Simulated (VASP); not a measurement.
# Na (Pm-3m) in VASP: further runs

The runs below take Na through single point, relaxation of cell and atoms, with PBE.

All numbers are computed with VASP 6.6.1; they aren't measurements. Logs are shortened: lines on timing, memory, paths and dates and some standing lists are left out, and cuts for length are marked.

**1. The cell of the first run**

It takes space group Pm-3m (No. 221, cubic). The conventional cell has a = 3.418 Å, b = 3.418 Å, c = 3.418 Å, α = 90.00°, β = 90.00°, γ = 90.00°. Around Na (site symmetry m-3m) lie 6 Na at 3.42 Å.

The cell was built by a generator and needn't be a form met in nature.

**2. Single point, PBE (random cell by space group and Wyckoff sites (P4/mmm, No. 123))**

INCAR

```
SYSTEM = Na
ALGO = Normal
EDIFF = 1E-7
ENCUT = 520
GGA = PE
ISIF = 2
ISMEAR = 0
LASPH = .TRUE.
LCHARG = .FALSE.
LREAL = .FALSE.
LWAVE = .FALSE.
NBANDS = 10
NELM = 100
PREC = Accurate
SIGMA = 0.1
```

KPOINTS

```
k-points
0
G
  16 16 16
  0 0 0
```

POSCAR

```
Na
1.0
    3.4175269624      0.0000000000      0.0000000000
    0.0000000000      3.4175269624      0.0000000000
    0.0000000000      0.0000000000      3.4175269624
Na
1
Direct
    0.5000000000      0.5000000000      0.5000000000
```

Potentials or basis: VASP PAW PBE potentials, release 64 (Na_pv).

Started as:

```sh
$ cat potpaw_PBE.64/Na_pv/POTCAR > POTCAR
$ mpirun -np 1 vasp_std > vasp.out
```

OUTCAR:

```text
SYSTEM = Na
   EDIFF = 1E-7
   ENCUT = 520
   GGA = PE
   ISIF = 2
   ISMEAR = 0
   LASPH = .TRUE.
   LREAL = .FALSE.
   NELM = 100
   PREC = Accurate

 ion  position               nearest neighbor table
   1  0.500  0.500  0.500-

  LATTYP: Found a simple cubic cell.
 ALAT       =     3.4175269624

  Lattice vectors:

 A1 = (   3.4175269624,   0.0000000000,   0.0000000000)
 A2 = (   0.0000000000,   3.4175269624,   0.0000000000)
 A3 = (   0.0000000000,   0.0000000000,   3.4175269624)

Analysis of symmetry for initial positions (statically):
=====================================================================
 Subroutine PRICEL returns:
 Original cell was already a primitive cell.

 Routine SETGRP: Setting up the symmetry group for a
 simple cubic supercell.

 Subroutine GETGRP returns: Found 48 space group operations
 (whereof 48 operations were pure point group operations)
 out of a pool of 48 trial point group operations.

The static configuration has the point symmetry O_h .

Analysis of symmetry for dynamics (positions and initial velocities):
=====================================================================
 Subroutine PRICEL returns:
 Original cell was already a primitive cell.

 Routine SETGRP: Setting up the symmetry group for a
 simple cubic supercell.

 Subroutine GETGRP returns: Found 48 space group operations
 (whereof 48 operations were pure point group operations)
 out of a pool of 48 trial point group operations.

The dynamic configuration has the point symmetry O_h .

 Subroutine INISYM returns: Found 48 space group operations
 (whereof 48 operations are pure point group operations),
 and found     1 'primitive' translations

----------------------------------------------------------------------------------------

                                     Primitive cell

  volume of cell :      39.9150

  direct lattice vectors                    reciprocal lattice vectors
     3.417526962  0.000000000  0.000000000     0.292609250  0.000000000  0.000000000
     0.000000000  3.417526962  0.000000000     0.000000000  0.292609250  0.000000000
     0.000000000  0.000000000  3.417526962     0.000000000  0.000000000  0.292609250

  length of vectors
     3.417526962  3.417526962  3.417526962     0.292609250  0.292609250  0.292609250

  position of ions in fractional coordinates (direct lattice)
[... 81 lines left out ...]
   IBRION =     -1    ionic relax: 0-MD 1-quasi-New 2-CG
   NFREE  =      0    steps in history (QN), initial steepest desc. (CG)
   ISIF   =      2    stress and relaxation
   ISYM   =      2    0-nonsym 1-usesym 2-fastsym
   POTIM  = 0.5000    time-step for ionic-motion
   TEBEG  =    0.0;   TEEND  =   0.0 temperature during run
   PSTRESS=    0.0 pullay stress
   NELECT =       7.0000    total number of electrons
   NUPDOWN=      -1.0000    fix difference up-down
   EMIN   =  10.00;   EMAX   =-10.00  energy-range for DOS
   EFERMI =   0.00;   METHOD = LEGACY
   ISMEAR =     0;   SIGMA  =   0.10  broadening in eV -4-tet -1-fermi 0-gaus
   EFERMI_NEDOS =   21; number of points for ismear=-14 and -15
   IALGO  =     38    algorithm
   IMIX   =      4    mixing-type and parameters
     AMIX     =   0.40;   BMIX     =  1.00
     AMIX_MAG =   1.60;   BMIX_MAG =  1.00
  volume/ion in A,a.u.               =      39.91       269.36
  Fermi-wavevector in a.u.,A,eV,Ry     =   0.916352  1.731654 11.424820  0.839701
  Thomas-Fermi vector in A             =   2.041197
   LORBIT       =      0    0 simple, 1 ext, 2 COOP (PROOUT), +10 PAW based schemes
   GGA     = PE    functional components
   LHFCALC =     F    Hartree Fock is set to
   AEXX    =    0.0000 exact exchange contribution
   IVDW    =     0    specifies the selected vdW correction
   LEPSILON=     F    determine dielectric tensor
   LRPA    =     F    only Hartree local field effects (RPA)
 non-spin polarized calculation
 Gauss-broadening in eV      SIGMA  =   0.10
  energy-cutoff  :      520.00
  volume of cell :       39.91
 maximum number of plane-waves:      1108
 NGX is ok and might be reduce to    28
   NGX = 13   NGY = 13   NGZ = 13

 number of electron       7.0000015 magnetization

 Free energy of the ion-electron system (eV)
  ---------------------------------------------------
  ext. energy  EPLUGINS =         0.00000000
  ---------------------------------------------------
  free energy    TOTEN  =        -1.19427212 eV

  energy without entropy =       -1.19180102  energy(sigma->0) =       -1.19303657

 E-fermi :   0.1528     XC(G=0):  -6.3029

 val. band max:        0.1457769188   @ k =   0.3750   0.3125   0.0625
 cond. band min:       0.1822074125   @ k =   0.5000   0.0000   0.0000
 fundamental gap:      0.0364304937
 Fermi energy:         0.1527648568

 k-point     1 :       0.0000    0.0000    0.0000
  band No.  band energies     occupation
      1     -24.9800      2.00000
      2     -24.9800      2.00000
      3     -24.9800      2.00000
      4      -2.9923      2.00000
      5       8.3301      0.00000
      6       8.3301      0.00000
      7       9.5937      0.00000
      8       9.5937      0.00000
      9       9.5937      0.00000
     10      12.4168      0.00000
[... 287 lines left out ...]
 k-point    24 :       0.5000    0.1250    0.0000
  band No.  band energies     occupation
      1     -25.0251      2.00000
      2     -24.9826      2.00000
      3     -24.9756      2.00000
      4       0.3697      0.00216
      5       0.5225      0.00000
      6       9.3563      0.00000
      7       9.5094      0.00000
      8      12.1702      0.00000
      9      12.8428      0.00000
     10      13.1309      0.00000

 [... further k-points ...]

------------------------ aborting loop because EDIFF is reached ----------------------------------------

  FORCE on cell =-STRESS in cart. coord.  units (eV):
  Direction    XX          YY          ZZ          XY          YZ          ZX
  --------------------------------------------------------------------------------------
  -------------------------------------------------------------------------------------
  Total       -0.0094908     -0.0094908     -0.0094908     -0.0000000      0.0000000     -0.0000000
  in kB       -0.3809603     -0.3809603     -0.3809603     -0.0000000      0.0000000     -0.0000000
  external PRESSURE =      -0.3809603 kB  Pullay stress =       0.0000000 kB

 VOLUME and BASIS-vectors are now :
 -----------------------------------------------------------------------------
  energy-cutoff  :      520.00
  volume of cell :       39.91
      direct lattice vectors                 reciprocal lattice vectors
     3.417526962  0.000000000  0.000000000     0.292609250  0.000000000  0.000000000
     0.000000000  3.417526962  0.000000000     0.000000000  0.292609250  0.000000000
     0.000000000  0.000000000  3.417526962     0.000000000  0.000000000  0.292609250

 POSITION                                       TOTAL-FORCE (eV/Angst)
 -----------------------------------------------------------------------------------
      1.70876      1.70876      1.70876         0.000000      0.000000      0.000000
 -----------------------------------------------------------------------------------
    total drift:                                0.000000      0.000000      0.000000

  FREE ENERGIE OF THE ION-ELECTRON SYSTEM (eV)
  ---------------------------------------------------
  free  energy   TOTEN  =        -1.1942721242 eV

  energy  without entropy=       -1.1918010207  energy(sigma->0) =       -1.19303657
```

stdout:

```text
POSCAR found type information on POSCAR Na
 POSCAR found :  1 types and       1 ions
 scaLAPACK will be used
 LDA part: xc-table for (Slater+PW92), standard interpolation
 POSCAR, INCAR and KPOINTS ok, starting setup
 FFT: planning ... GRIDC
 FFT: planning ... GRID_SOFT
 FFT: planning ... GRID
 WAVECAR not read
 entering main loop
```

Run time: 49 s. Hardware: 1 thread of AMD EPYC 7R43 (Zen 3), shared host; peak memory 0.15 GiB.

What came out:

```yaml
Free_energy: -1.1943 eV
Pressure: 0.0 GPa
Band_gap_on_the_k_mesh: none (metal or under the smearing width)
```

Levels at points of the mesh, in eV from the Fermi level:
| k point | band 1 | band 2 | band 3 | band 4 | band 5 | band 6 | band 7 | band 8 |
| --- | --- | --- | --- | --- | --- | --- | --- | --- |
| (0.00, 0.00, 0.00) | -25.13 | -25.13 | -25.13 | -3.15 | 8.18 | 8.18 | 9.44 | 9.44 |
| (0.50, 0.00, 0.00) | -25.18 | -25.13 | -25.13 | 0.03 | 0.16 | 10.44 | 11.83 | 11.83 |
| (0.50, 0.50, 0.00) | -25.17 | -25.17 | -25.13 | 2.94 | 2.94 | 3.16 | 3.93 | 14.13 |
| (0.50, 0.50, 0.50) | -25.17 | -25.17 | -25.17 | 5.81 | 5.81 | 5.81 | 5.90 | 5.90 |

**3. Relaxation of cell and atoms, PBE (random cell by space group and Wyckoff sites (P4/mmm, No. 123))**

INCAR

```
PREC = Accurate
ENCUT = 600
EDIFF = 1E-6
ISMEAR = 0
SIGMA = 0.1
LREAL = False
LASPH = True
NELM = 80
ALGO = Fast
ISIF = 3
LWAVE = False
LCHARG = False
GGA = PE
IBRION = 2
NSW = 100
EDIFFG = -0.01
```

KPOINTS

```
regular mesh
0
Gamma
  16 16 16
```

POSCAR is that of step 2.

Potentials or basis: VASP PAW PBE potentials, release 64 (Na_pv).

Started as:

```sh
$ cat potpaw_PBE.64/Na_pv/POTCAR > POTCAR
$ mpirun -np 1 vasp_std > vasp.out
```

It took 34 s on 1 thread of AMD EPYC 7R43 (Zen 3), shared host; peak memory 0.15 GiB.

It converged, with:

- Free energy: -1.1943 eV
- Pressure after relaxing: 0.0 GPa
- Band gap on the k mesh: none (metal or under the smearing width)

Final structure:
```xyz
1
Lattice="3.4175 0.0000 0.0000 0.0000 3.4175 0.0000 0.0000 0.0000 3.4175" Properties=species:S:1:pos:R:3 pbc="T T T"
Na    1.7088    1.7088    1.7088
```

Levels at points of the mesh, in eV from the Fermi level:
| k point | band 1 | band 2 | band 3 | band 4 | band 5 | band 6 |
| --- | --- | --- | --- | --- | --- | --- |
| (0.00, 0.00, 0.00) | -25.13 | -25.13 | -25.13 | -3.15 | 8.18 | 8.18 |
| (0.50, 0.00, 0.00) | -25.18 | -25.13 | -25.13 | 0.03 | 0.16 | 10.44 |
| (0.50, 0.50, 0.00) | -25.17 | -25.17 | -25.13 | 2.94 | 2.94 | 3.16 |
| (0.50, 0.50, 0.50) | -25.17 | -25.17 | -25.17 | 5.81 | 5.81 | 5.81 |

Caveat: the relaxation stopped at its first step, so nothing moved.
